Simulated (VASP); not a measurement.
# BaZrO3: zone-centre modes, functional by functional, part 3 of 4

How much do the zone-centre frequencies of BaZrO3 depend on the functional? The starting structure is a measured crystal structure from the Crystallography Open Database.

VASP 6.6.1.

Results so far: LDA T1u (3) 522.8 cm⁻¹; LDA at the measured cell T1u (3) 491.8 cm⁻¹.

## Step 4: Modes with PBEsol

Level of this step: PBEsol; plane waves and PAW (Ba_sv, Zr_sv, O) (VASP).

PBEsol restores the gradient expansion of exchange and is tuned for the cells of solids. The cell comes from a relaxation at this level, not shown (73.60 Å³).

The input, INCAR:

```
SYSTEM = BaZrO3
PREC = Accurate
ENCUT = 520
EDIFF = 1E-08
NELM = 100
ISMEAR = 0
SIGMA = 0.03
LREAL = .FALSE.
ALGO = Normal
GGA = PS
NBANDS = 26
LORBIT = 11
LWAVE = .FALSE.
LCHARG = .FALSE.
KPAR = 4
IBRION = 8
LEPSILON = .TRUE.
ISIF = 2
```

The input, POSCAR:

```
BaZrO3
1.0
    4.1907263691      0.0000000000      0.0000000000
    0.0000000000      4.1907263691      0.0000000000
    0.0000000000      0.0000000000      4.1907263691
Ba Zr O
1 1 3
Direct
    0.0000000000      0.0000000000      0.0000000000
    0.5000000000      0.5000000000      0.5000000000
    0.5000000000      0.5000000000      0.0000000000
    0.5000000000      0.0000000000      0.5000000000
    0.0000000000      0.5000000000      0.5000000000
```

The input, KPOINTS:

```
Automatic mesh
0
Gamma
6 6 6
0 0 0
```

PAW data sets: Ba_sv, Zr_sv and O (PBE family, release 64).

The run is started by

```console
> mpirun -np 4 vasp_std
```

The log of the run:

```text
[banner, memory and clock lines left out]
running    4 mpi-ranks, on    1 nodes
[...]
|                                                                             |
|               ----> ADVICE to this user running VASP <----                  |
|                                                                             |
|     You enforced a specific xc type in the INCAR file but a different       |
|     [... a line on the potential file left out ...]
|     I HOPE YOU KNOW WHAT YOU ARE DOING!                                     |
|                                                                             |

 LDA part: xc-table for (Slater+PW92), standard interpolation
 POSCAR, INCAR and KPOINTS ok, starting setup
[...]
entering main loop
       N       E                     dE             d eps       ncg     rms          rms(c)
DAV:   1     0.313501250320E+03    0.31350E+03   -0.22052E+04  1040   0.151E+03
DAV:   2    -0.289774315011E+02   -0.34248E+03   -0.33478E+03  1272   0.367E+02
[...]
RMM:  19    -0.367587000805E+00   -0.13818E-08   -0.34522E-08  7765   0.225E-04    0.145E-06
 first order change of Fermi-energy   0.26972E-02
 force on displaced ion       3 direction 1 :  -2.536   0.000   0.000
 Born effective charge ion    3 direction 1 :  -2.010   0.000   0.000
 Linear response progress:
  Degree of freedom:   4/  4
       N       E                     dE             d eps       ncg     rms          rms(c)
RMM:   1    -0.384203638273E+00   -0.38420E+00    0.19394E-01  4036   0.269E+00
RMM:   2    -0.371692087214E+00    0.12512E-01   -0.38116E-02  3768   0.556E-01    0.157E-01
RMM:   3    -0.373268648365E+00   -0.15766E-02   -0.39810E-03  3627   0.238E-01    0.907E-02
RMM:   4    -0.375131416223E+00   -0.18628E-02   -0.14695E-03  3834   0.150E-01    0.302E-02
[...]
RMM:  17    -0.375504265341E+00   -0.11767E-06   -0.33961E-06  4718   0.277E-04    0.711E-05
RMM:  18    -0.375504234654E+00    0.30687E-07   -0.12412E-06  4705   0.242E-04    0.779E-05
RMM:  19    -0.375504459475E+00   -0.22482E-06   -0.17557E-06  4437   0.233E-04    0.676E-05
 first order change of Fermi-energy  -0.26701E-02
 force on displaced ion       3 direction 3 :  -0.000  -0.000 -12.433
 Born effective charge ion    3 direction 3 :   0.000   0.000  -4.845
 Born effective charges drift removed
 Linear response finished
```

Run time: 13 min. Hardware: 4 MPI ranks of AMD EPYC 7R43, shared host; peak memory 2 GiB.

From OUTCAR (step 4):

```text
  Total       -0.0079617     -0.0079617     -0.0079617      0.0000000     -0.0000000      0.0000000
  in kB       -0.1733204     -0.1733204     -0.1733204      0.0000000     -0.0000000      0.0000000
  external PRESSURE =      -0.1733204 kB  Pullay stress =       0.0000000 kB

 POSITION                                       TOTAL-FORCE (eV/Angst)
 -----------------------------------------------------------------------------------
      0.00000      0.00000      0.00000         0.000000      0.000000      0.000000
      2.09536      2.09536      2.09536         0.000000      0.000000      0.000000
      2.09536      2.09536      0.00000         0.000000      0.000000      0.000000
      2.09536      0.00000      2.09536         0.000000      0.000000      0.000000
      0.00000      2.09536      2.09536         0.000000      0.000000      0.000000
 -----------------------------------------------------------------------------------
    total drift:                                0.000000     -0.000000     -0.000000

 MACROSCOPIC STATIC DIELECTRIC TENSOR (including local field effects in DFT)
 ------------------------------------------------------
           4.946009     0.000000     0.000000
           0.000000     4.946009    -0.000000
          -0.000000     0.000000     4.946009
 ------------------------------------------------------

 MACROSCOPIC STATIC DIELECTRIC TENSOR IONIC CONTRIBUTION
 ------------------------------------------------------
          54.001413    -0.000000     0.000000
          -0.000000    54.001413    -0.000000
           0.000000    -0.000000    54.001413
 ------------------------------------------------------

[... 1 part as in an earlier step ...]

[... 1 further part left out ...]
```

With PBEsol the modes are T1u (3) 498.9, T1u (2) 191.9, T2u 184.0, T1u (1) 101.4 cm⁻¹; the largest shift is -23.9 cm⁻¹, in T1u (3), from LDA.

## Step 5: Modes with PBE

PBE, the usual starting point, adds the gradient of the density. The cell comes from a relaxation at this level, not shown (76.01 Å³).

INCAR, as its differences from that of step 4:

```diff
@@ -9,3 +9,3 @@
 ALGO = Normal
-GGA = PS
+GGA = PE
 NBANDS = 26
```

POSCAR, as its differences from that of step 4:

```diff
@@ -2,5 +2,5 @@
 1.0
-    4.1907263691      0.0000000000      0.0000000000
-    0.0000000000      4.1907263691      0.0000000000
-    0.0000000000      0.0000000000      4.1907263691
+    4.2360325183      0.0000000000      0.0000000000
+    0.0000000000      4.2360325183      0.0000000000
+    0.0000000000      0.0000000000      4.2360325183
 Ba Zr O
```

KPOINTS is that of step 4.

The run is started by

```console
> mpirun -np 4 vasp_std
```

The log of the run:

```text
[banner, memory and clock lines left out]
running    4 mpi-ranks, on    1 nodes
[...]
LDA part: xc-table for (Slater+PW92), standard interpolation
 POSCAR, INCAR and KPOINTS ok, starting setup
[...]
entering main loop
       N       E                     dE             d eps       ncg     rms          rms(c)
DAV:   1     0.322006471458E+03    0.32201E+03   -0.22148E+04  1040   0.150E+03
DAV:   2    -0.276751492024E+02   -0.34968E+03   -0.34140E+03  1294   0.367E+02
DAV:   3    -0.488804527021E+02   -0.21205E+02   -0.21144E+02  1688   0.877E+01
DAV:   4    -0.493802416885E+02   -0.49979E+00   -0.49924E+00  1440   0.112E+01
[...]
DAV:  15    -0.417250731475E+02    0.43367E-07   -0.25981E-07  1394   0.374E-03    0.102E-03
DAV:  16    -0.417250731592E+02   -0.11697E-07   -0.41719E-08  1234   0.141E-03    0.120E-04
DAV:  17    -0.417250731595E+02   -0.31650E-09   -0.19003E-09   620   0.294E-04
   1 F= -.41725073E+02 E0= -.41725073E+02  d E =-.162909E-34
 Linear response reoptimize wavefunctions to high precision
[...]
RMM:  36    -0.369964142998E+00    0.19766E-09    0.85459E-08  6481   0.320E-04    0.248E-06
 first order change of Fermi-energy   0.15111E-03
 force on displaced ion       3 direction 1 :  -2.753   0.000   0.000
 Born effective charge ion    3 direction 1 :  -1.997   0.000   0.000
 Linear response progress:
  Degree of freedom:   4/  4
       N       E                     dE             d eps       ncg     rms          rms(c)
RMM:   1    -0.385360445753E+00   -0.38536E+00    0.21224E-01  4008   0.268E+00
RMM:   2    -0.373118087805E+00    0.12242E-01   -0.35838E-02  3746   0.542E-01    0.156E-01
RMM:   3    -0.374875237608E+00   -0.17571E-02   -0.45044E-03  3616   0.243E-01    0.902E-02
RMM:   4    -0.376961807570E+00   -0.20866E-02   -0.15274E-03  3749   0.156E-01    0.312E-02
[...]
RMM:  29    -0.377396152390E+00   -0.65363E-08   -0.19470E-06  4557   0.373E-04    0.529E-06
RMM:  30    -0.377396160134E+00   -0.77439E-08    0.13504E-06  4430   0.371E-04    0.487E-06
RMM:  31    -0.377396163776E+00   -0.36417E-08   -0.20265E-06  4419   0.372E-04    0.460E-06
 first order change of Fermi-energy  -0.29381E-02
 force on displaced ion       3 direction 3 :   0.000   0.000 -10.455
 Born effective charge ion    3 direction 3 :   0.000   0.000  -4.873
 Born effective charges drift removed
 Linear response finished
```

It took 12 min on 4 MPI ranks; peak memory 1.9 GiB.

OUTCAR, selected parts (step 5):

```text
  Total       -0.0003874     -0.0003874     -0.0003874     -0.0000000      0.0000000      0.0000000
  in kB       -0.0081661     -0.0081661     -0.0081661     -0.0000000      0.0000000      0.0000000
  external PRESSURE =      -0.0081661 kB  Pullay stress =       0.0000000 kB

 POSITION                                       TOTAL-FORCE (eV/Angst)
 -----------------------------------------------------------------------------------
      0.00000      0.00000      0.00000         0.000000      0.000000      0.000000
      2.11802      2.11802      2.11802         0.000000      0.000000      0.000000
      2.11802      2.11802      0.00000         0.000000      0.000000      0.000000
      2.11802      0.00000      2.11802         0.000000      0.000000      0.000000
      0.00000      2.11802      2.11802         0.000000      0.000000      0.000000
 -----------------------------------------------------------------------------------
    total drift:                                0.000000     -0.000000     -0.000000

 MACROSCOPIC STATIC DIELECTRIC TENSOR (including local field effects in DFT)
 ------------------------------------------------------
           4.878944    -0.000000     0.000000
          -0.000000     4.878944     0.000000
          -0.000000    -0.000000     4.878944
 ------------------------------------------------------

 MACROSCOPIC STATIC DIELECTRIC TENSOR IONIC CONTRIBUTION
 ------------------------------------------------------
          61.904463     0.000000     0.000000
           0.000000    61.904463     0.000000
           0.000000     0.000000    61.904463
 ------------------------------------------------------

[... 1 part as in an earlier step ...]

[... 1 further part left out ...]
```

With PBE the modes are T1u (3) 467.7, T2u 192.9, T1u (2) 182.5, T1u (1) 97.1 cm⁻¹; the largest shift is -55.1 cm⁻¹, in T1u (3), from LDA.

## Step 6: Modes with PBEsol + D3(BJ)

D3 with Becke-Johnson damping keeps a finite attraction at short range. The cell comes from a relaxation at this level, not shown (72.32 Å³).

INCAR, as its differences from that of step 5:

```diff
@@ -9,3 +9,4 @@
 ALGO = Normal
-GGA = PE
+GGA = PS
+IVDW = 12
 NBANDS = 26
@@ -15,4 +16,6 @@
 KPAR = 4
-IBRION = 8
-LEPSILON = .TRUE.
+IBRION = 6
+NFREE = 2
+POTIM = 0.015
+NSW = 1
 ISIF = 2
```

POSCAR, as its differences from that of step 5:

```diff
@@ -2,5 +2,5 @@
 1.0
-    4.2360325183      0.0000000000      0.0000000000
-    0.0000000000      4.2360325183      0.0000000000
-    0.0000000000      0.0000000000      4.2360325183
+    4.1662341398      0.0000000000      0.0000000000
+    0.0000000000      4.1662341398      0.0000000000
+    0.0000000000      0.0000000000      4.1662341398
 Ba Zr O
```

KPOINTS is that of step 5.

The run is started by

```console
> mpirun -np 4 vasp_std
```

The log of the run:

```text
[banner, memory and clock lines left out]
running    4 mpi-ranks, on    1 nodes
[...]
[... a notice as in an earlier step ...]

 LDA part: xc-table for (Slater+PW92), standard interpolation
 POSCAR, INCAR and KPOINTS ok, starting setup
[...]
entering main loop
       N       E                     dE             d eps       ncg     rms          rms(c)
DAV:   1     0.317433089768E+03    0.31743E+03   -0.22133E+04  1040   0.151E+03
DAV:   2    -0.294796289206E+02   -0.34691E+03   -0.33937E+03  1286   0.372E+02
DAV:   3    -0.500107289847E+02   -0.20531E+02   -0.20476E+02  1706   0.870E+01
DAV:   4    -0.504383290394E+02   -0.42760E+00   -0.42720E+00  1408   0.104E+01
[...]
DAV:  14    -0.436093634707E+02    0.86241E-07   -0.12871E-06  1254   0.899E-03    0.332E-03
DAV:  15    -0.436093634291E+02    0.41531E-07   -0.17639E-07  1406   0.368E-03    0.692E-04
DAV:  16    -0.436093634358E+02   -0.66784E-08   -0.22390E-08  1114   0.954E-04
   1 F= -.44895951E+02 E0= -.44895951E+02  d E =-.194176E-26
[... from here on, the cycles between the ionic steps are left out ...]
   2 F= -.44895508E+02 E0= -.44895508E+02  d E =-.102860E-22
   3 F= -.44895508E+02 E0= -.44895508E+02  d E =-.171438E-22
   4 F= -.44894889E+02 E0= -.44894889E+02  d E =-.101918E-22
   5 F= -.44894889E+02 E0= -.44894889E+02  d E =-.102282E-22
   6 F= -.44895674E+02 E0= -.44895674E+02  d E =-.178597E-22
   7 F= -.44895674E+02 E0= -.44895674E+02  d E =-.178567E-22
   8 F= -.44894390E+02 E0= -.44894390E+02  d E =-.120973E-22
   9 F= -.44894390E+02 E0= -.44894390E+02  d E =-.121098E-22
 Finite differences progress:
  Degree of freedom:   4/  4
  Displacement:        2/  2
  Total:               8/  8
```

Run time: 2.9 min. Hardware: 4 MPI ranks; peak memory 1.2 GiB.

From OUTCAR (step 6):

```text
 Edisp (eV)   -1.28659

 Edisp (eV)   -1.28659

  Total      -0.00367    -0.00367     0.01190     0.00000     0.00000     0.00000
  in kB      -0.08127    -0.08127     0.26354     0.00000     0.00000     0.00000
  external pressure =        0.03 kB  Pullay stress =        0.00 kB

 POSITION                                       TOTAL-FORCE (eV/Angst)
 -----------------------------------------------------------------------------------
      0.00000      0.00000      0.00000         0.000000      0.000000     -0.017666
      2.08312      2.08312      2.08312         0.000000      0.000000     -0.088411
      2.08312      2.08312     -0.01500        -0.000000      0.000000      0.208264
      2.08312      0.00000      2.08312        -0.000000      0.000000     -0.051093
      0.00000      2.08312      2.08312        -0.000000      0.000000     -0.051093
 -----------------------------------------------------------------------------------
    total drift:                               -0.000002     -0.000000      0.000146

  FREE ENERGIE OF THE ION-ELECTRON SYSTEM (eV)
  ---------------------------------------------------
  free  energy   TOTEN  =       -44.8943900454 eV

  energy  without entropy=      -44.8943900454  energy(sigma->0) =      -44.89439005

[... 1 part as in an earlier step ...]

[... 2 further parts left out ...]
[key lines of the parts left out:]
E-fermi :   3.9635
```

The last energy, forces and stress in OUTCAR belong to the last displaced cell, not to that of POSCAR.

With PBEsol + D3(BJ) the modes are T1u (3) 522.9, T1u (2) 194.1, T2u 180.5, T1u (1) 109.2 cm⁻¹; the largest shift is +4.0 cm⁻¹, in T1u (1), from LDA.

## Step 7: Modes with r2SCAN

r2SCAN adds the kinetic-energy density, costs more than a GGA and is run with LASPH. The cell comes from a relaxation at this level, not shown (74.82 Å³).

INCAR, as its differences from that of step 6:

```diff
@@ -9,4 +9,4 @@
 ALGO = Normal
-GGA = PS
-IVDW = 12
+METAGGA = R2SCAN
+LASPH = .TRUE.
 NBANDS = 26
```

POSCAR, as its differences from that of step 6:

```diff
@@ -2,5 +2,5 @@
 1.0
-    4.1662341398      0.0000000000      0.0000000000
-    0.0000000000      4.1662341398      0.0000000000
-    0.0000000000      0.0000000000      4.1662341398
+    4.2138790154      0.0000000000      0.0000000000
+    0.0000000000      4.2138790154      0.0000000000
+    0.0000000000      0.0000000000      4.2138790154
 Ba Zr O
```

KPOINTS is that of step 6.

The run is started by

```console
> mpirun -np 4 vasp_std
```

The log of the run:

```text
[banner, memory and clock lines left out]
running    4 mpi-ranks, on    1 nodes
[...]
[... a notice as in an earlier step ...]

 LDA part: xc-table for (None), standard interpolation
 POSCAR, INCAR and KPOINTS ok, starting setup
[...]
entering main loop
       N       E                     dE             d eps       ncg     rms          rms(c)
DAV:   1     0.271420922679E+03    0.27142E+03   -0.22497E+04  1040   0.154E+03
DAV:   2    -0.842243656527E+02   -0.35565E+03   -0.34809E+03  1296   0.381E+02
DAV:   3    -0.106623414098E+03   -0.22399E+02   -0.22334E+02  1754   0.894E+01
DAV:   4    -0.107235462230E+03   -0.61205E+00   -0.61096E+00  1450   0.117E+01
[...]
DAV:  16    -0.851074093950E+02    0.66962E-06   -0.56530E-07  1284   0.425E-03    0.363E-04
DAV:  17    -0.851074095178E+02   -0.12279E-06   -0.22050E-08  1130   0.969E-04    0.215E-04
DAV:  18    -0.851074095272E+02   -0.94396E-08   -0.93116E-10   616   0.259E-04
   1 F= -.85107410E+02 E0= -.85107410E+02  d E =-.114338E-37
[... from here on, the cycles between the ionic steps are left out ...]
   2 F= -.85106953E+02 E0= -.85106953E+02  d E =-.103982E-37
   3 F= -.85106953E+02 E0= -.85106953E+02  d E =-.104119E-37
   4 F= -.85106469E+02 E0= -.85106469E+02  d E =-.495621E-38
   5 F= -.85106469E+02 E0= -.85106469E+02  d E =-.494876E-38
   6 F= -.85107065E+02 E0= -.85107065E+02  d E =-.103616E-37
   7 F= -.85107065E+02 E0= -.85107065E+02  d E =-.103008E-37
   8 F= -.85106079E+02 E0= -.85106079E+02  d E =-.623581E-38
   9 F= -.85106079E+02 E0= -.85106079E+02  d E =-.620120E-38
 Finite differences progress:
  Degree of freedom:   4/  4
  Displacement:        2/  2
  Total:               8/  8
```

Run time: 11 min. Hardware: 4 MPI ranks; peak memory 1.2 GiB; 42 min of CPU time.

OUTCAR, selected parts (step 7):

```text
  Total        0.0003449      0.0003449      0.0144261      0.0000000      0.0000000      0.0000000
  in kB        0.0073846      0.0073846      0.3088970      0.0000000      0.0000000      0.0000000
  external PRESSURE =       0.1078887 kB  Pullay stress =       0.0000000 kB

 POSITION                                       TOTAL-FORCE (eV/Angst)
 -----------------------------------------------------------------------------------
      0.00000      0.00000      0.00000        -0.000000      0.000000     -0.018361
      2.10694      2.10694      2.10694        -0.000000      0.000000     -0.055041
      2.10694      2.10694     -0.01500         0.000000      0.000000      0.177924
      2.10694      0.00000      2.10694         0.000000      0.000000     -0.052261
      0.00000      2.10694      2.10694        -0.000000      0.000000     -0.052261
 -----------------------------------------------------------------------------------
    total drift:                               -0.000000     -0.000000      0.000437

  FREE ENERGIE OF THE ION-ELECTRON SYSTEM (eV)
  ---------------------------------------------------
  free  energy   TOTEN  =       -85.1060786949 eV

  energy  without entropy=      -85.1060786949  energy(sigma->0) =      -85.10607869

[... 1 part as in an earlier step ...]

[... 2 further parts left out ...]
[key lines of the parts left out:]
E-fermi :   3.6390
```

With r2SCAN the modes are T1u (3) 492.8, T2u 207.1, T1u (2) 200.6, T1u (1) 113.3 cm⁻¹; the largest shift is -30.0 cm⁻¹, in T1u (3), from LDA.

(Continued in part 4 of 4.)

[Lines on the potential files, build, host, timing and source positions are cut from VASP's logs without a mark.]

[Logs are printed without paths, hosts, clocks, repeated set-up lines and the standing remarks that a program may print on its own settings, such as how far it seeks lower states.]

[Hosts, paths, dates, database ids (printed as entryN), source tags and the programs' standing remarks are cut or masked in the printed files.]
